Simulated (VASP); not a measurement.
A run of VASP 6.6.1:

File INCAR:

```
  PREC = Accurate
  ENCUT = 520
  EDIFF = 1E-7
  ISMEAR = 0
  SIGMA = 0.01
  LREAL = F
  LASPH = T
  NELM = 100
  ALGO = Normal
  ISIF = 2
  LWAVE = F
  LCHARG = F
  GGA = PE
  IVDW = 12
  IBRION = 2
  NSW = 80
  EDIFFG = -0.01
```

KPOINTS

```
regular mesh
0
Gamma
  1 1 1
```

POSCAR

```
H
1.0
   10.0000000000      0.0000000000      0.0000000000
    0.0000000000     10.3000000000      0.0000000000
    0.0000000000      0.0000000000     10.6000000000
H
2
Direct
    0.5000000000      0.4854368932      0.4367924528
    0.5000000000      0.4854368932      0.5066037736
```

Potentials or basis: VASP PAW PBE potentials, release 64 (H).

The run is started by

```sh
$ cat potpaw_PBE.64/H/POTCAR > POTCAR
$ mpirun -np 1 vasp_gam > vasp.out
```

Hardware: 1 thread of AMD EPYC 9R45 (Zen 5), with other jobs on the host.

Estimate the wall time of this run.

It took 64 s on 1 thread of AMD EPYC 9R45 (Zen 5), with other jobs on the host, peak memory 0.91 GiB. Counts: scf iterations 46, k points 1, ion steps 3.
